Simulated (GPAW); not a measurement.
CdTe: single point with PBE

**What was measured.**

A printed reference work, data compilation reports, for a bulk crystal of CdTe at 0 K: band gap 1.607 eV.

The system is CdTe.

```
CELL_PARAMETERS angstrom
0.00000 3.20500 3.20500
3.20500 0.00000 3.20500
3.20500 3.20500 0.00000
ATOMIC_POSITIONS crystal
Te 0.75000 0.75000 0.75000
Cd 0.00000 0.00000 0.00000
```

```yaml
Program: GPAW 26.7.0
Task: single point
Functional: PBE
Potentials_or_basis: GPAW PAW data sets (gpaw-data 1.2.1)
Cutoff: 600 eV
Basis: pw
k_mesh: 7 × 7 × 7
Occupations: gaussian, width 0.029 eV
Spin: no spin polarisation
```

```yaml
Pressure: 3.8 GPa
Band_gap_on_the_k_mesh: 0.87 eV, direct
```

Levels at points of the mesh, in eV from the valence-band top:
```tsv
k point	band 6	band 7	band 8	band 9	band 10	band 11	band 12	band 13
(0.00, 0.00, 0.00)	-8.07	0.00	0.00	0.00	0.87	4.57	4.57	4.57
```

Wall time 14 s on 1 thread of Arm Neoverse V2, with other jobs on the host, peak memory 0.17 GiB.

Against the measured gap of CdTe, 1.607 eV (0 K; a printed reference work, data compilation), the calculated 0.87 eV is off by -0.74 eV. Spin-orbit coupling on Cd, Te is left out. The value is that of PBE, without temperature or zero-point motion. Semilocal functionals fall short of measured gaps as a rule.

Caveat: spin-orbit coupling is left out, which moves the levels of the heavy elements.
